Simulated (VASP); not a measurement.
Input of a VASP 6.6.1 run:

INCAR

```
SYSTEM = Lu
  PREC = Accurate
  ENCUT = 520
  EDIFF = 1E-7
  ISMEAR = -1
  SIGMA = 0.05
  LREAL = .False.
  LASPH = .True.
  NELM = 60
  ALGO = Normal
  ISIF = 2
  LWAVE = .False.
  LCHARG = .False.
  GGA = PE
  NBANDS = 18
```

Contents of KPOINTS:

```
regular mesh
0
Gamma
  10 10 10
  0 0 0
```

The input POSCAR:

```
Lu
1.0
   -1.9615060000      1.9859890000      1.9550570000
    1.9723800000     -1.9805730000      1.9605140000
    1.9161400000      1.9352070000     -1.9496410000
Lu
1
Direct
    0.0028740000      0.0105570000      0.0029550000
```

Potentials or basis: VASP PAW PBE potentials, release 64 (Lu).

Command:

```sh
$ cat potpaw_PBE.64/Lu/POTCAR > POTCAR
$ mpirun -np 1 vasp_std > vasp.out
```

(1) What does it give for the band gap on the k mesh?

(2) Predict the pressure.

## Answers

(1) none (metal or under the smearing width).

(2) -0.3 GPa.
